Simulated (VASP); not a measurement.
The system is PbS (Galena).

```
Pb S
1.0
     0.00000    2.96575    2.96575
     2.96575    0.00000    2.96575
     2.96575    2.96575    0.00000
Pb S
1 1
Direct
  0.00000 0.00000 0.00000
  0.50000 0.50000 0.50000
```

Base run:

```yaml
Program: VASP 6.6.1
Functional: r2SCAN
Potentials_or_basis: VASP PAW PBE potentials, release 64 (Pb_d, S)
Cutoff: 520 eV
k_mesh: 8 × 8 × 8
Occupations: fermi-dirac, width 0.05 eV
Spin: no spin polarisation
```

Its results: band gap on the k mesh 0.62 eV, direct; pressure 1.3 GPa.

Task: After a change of settings the same cell gave: band gap on the k mesh 0.32 eV, direct; pressure 1.1 GPa. Which change was it?
A. functional from r2SCAN to LDA; potentials or basis from VASP PAW PBE potentials, release 64 (Pb_d, S) to VASP PAW LDA potentials, release 64 (Pb_d, S)
B. functional from r2SCAN to PBEsol; further incar settings from ALGO = Normal; EDIFF = 1e-06; NBANDS = 17 to ALGO = Normal; EDIFF = 1e-07; NBANDS = 17
C. functional from r2SCAN to PBE; further incar settings from ALGO = Normal; EDIFF = 1e-06; NBANDS = 17 to ALGO = Normal; EDIFF = 1e-07; NBANDS = 17
D. functional from r2SCAN to revTPSS

Result: D.

Caveats: the PAW data sets were made with another functional, which shifts forces and pressure a little; spin-orbit coupling is left out, which as a rule narrows the gap of such compounds by several tenths of an eV.

Not every run made on this cell is shown here.
